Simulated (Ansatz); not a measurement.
How the vibrations of C change with volume

Method: DFT PBEsol, scalar-relativistic, plane waves, PAW in Ansatz 0.2.0. Plane waves to 420 eV; Γ-centred k mesh 18×18×6; Fermi-Dirac smearing of 0.15 eV. No spin polarisation. Phonons by linear response, acoustic sum rule imposed.

Relaxed structure:
```
C
1.0
     2.45881    0.00000    0.00000
    -1.22941    2.12940    0.00000
     0.00000    0.00000    8.52288
C
2
Direct
  0.33333 0.66667 0.00000
  0.66667 0.33333 0.00000
```

Without a gap, frequencies depend on the k mesh and the smearing, soft modes most. The crystal is built of layers and no dispersion correction was added, so the binding between them is poorly described, and with it their spacing and whatever depends on it.

Cells at 0.98 and 1.02 times the equilibrium volume were relaxed in shape and atoms; γ = −d ln ν / d ln V, modes matched by rank.

Task: Give the optical frequencies at Γ (cm⁻¹) at the three volumes and the mode Grüneisen parameters.

Result:
```json
{"0.98 V": "877", "V": "877", "1.02 V": "877", "γ": "0.00", "degeneracy": "1"}
{"0.98 V": "1568", "V": "1568", "1.02 V": "1568", "γ": "0.00", "degeneracy": "2"}
```

Task: What pressures hold the two strained cells, and what bulk modulus follows?

Result: 0.00 GPa at 0.98 V and 0.00 GPa at 1.02 V, so B = −dP/d ln V ≈ 0 GPa.

This form isn't the element's structure at ambient conditions. The bands only touch here, so at this level the crystal is a zero-gap semiconductor or semimetal, not an ordinary metal.

Cost: 6 runs of about 3.1 core-minutes in all, on Intel Xeon Platinum 8259CL (Skylake/Cascade Lake) (shared hosts).